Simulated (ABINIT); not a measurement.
Runs of ABINIT 10.8.3 (patched build) on ZnO (zincite). It takes space group P6_3mc (No. 186, hexagonal). The conventional cell has a = 3.249 Å, b = 3.249 Å, c = 5.206 Å, α = 90.00°, β = 90.00°, γ = 120.00°. Zn (site symmetry 3m) has 4 O at 1.97 to 1.98 Å as nearest neighbours. O (site symmetry 3m) is surrounded by 4 Zn at 1.97 to 1.98 Å. 

```csv
task,level,gap on the mesh (eV),pressure (GPa),largest force (eV/Å)
single point,LDA,(b),-7.6,0.05
single point,r2SCAN,1.21,-1.2,0.07
single point,PW91,0.81,3.4,0.07
single point,SCAN,1.14,-2.3,(a)
band structure,r2SCAN,1.21,-1.2,0.07
single point,PBEsol,0.68,-2.1,0.06
single point,AM05,0.81,-1.5,0.06
single point,RPBE,0.89,8.7,0.08
```

Alike in all rows: potentials or basis JTH PAW PBE v2.0; no spin polarisation; cell as given; k mesh 9 × 9 × 5; cutoff (eV) 762; smearing fermi-dirac 0.05 eV.

**Question.** Estimate the missing entries.

**Answer.** (a) 0.09; (b) 0.72.

Caveats: the PAW data sets were made with another functional, which shifts forces and pressure a little.

